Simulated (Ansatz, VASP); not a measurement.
WSe4 in VASP and in Ansatz

```
W Se
1.0
     4.95546    0.00000    0.00000
     0.00000    4.95546    0.00000
     0.00000    0.00000    4.95546
W Se
1 4
Direct
  0.00000 0.00000 0.00000
  0.50000 0.50000 0.50000
  0.00000 0.50000 0.50000
  0.50000 0.00000 0.50000
  0.50000 0.50000 0.00000
```

Change from the starting cell: species swapped into the Mn4N type (Pm-3m, No. 221).

Alike in both runs: task single point; functional PBE; k mesh 4 × 4 × 4; occupations gaussian, width 0.1 eV; collinear spin.

|  | VASP | Ansatz |
| --- | --- | --- |
| version | VASP 6.6.1 | Ansatz 0.2.0 |
| potentials or method | VASP PAW PBE potentials, release 64 (W_sv, Se) | scalar-relativistic, plane waves, PAW |
| plane-wave cutoff (eV) | 520 | 420 |
| valence electrons in the cell | 38 | 78 |

Ansatz gave:

| Quantity | Value |
| --- | --- |
| gap on the k mesh at the Fermi level (eV) | none |
| pressure (GPa) | 0.5 |
| net moment per atom (μB) | 0.52 |
| size of the moment on the site where the two differ most (μB) | 3.25 |

Task: What did VASP give for the same quantities?

Result: gap on the k mesh at the Fermi level (eV): none; pressure (GPa): 0.6; net moment per atom (μB): 0.52; size of the moment on the site where the two differ most (μB): 2.83.

Site moments also hang on the region over which each program counts them. A gap of «none» marks a metal or a gap that the smearing closes. The two sets of potentials don't hold the same shells in valence. Ansatz warned: «no_starting_moments».

The runs have no spin-orbit coupling, so splittings on W are missing.
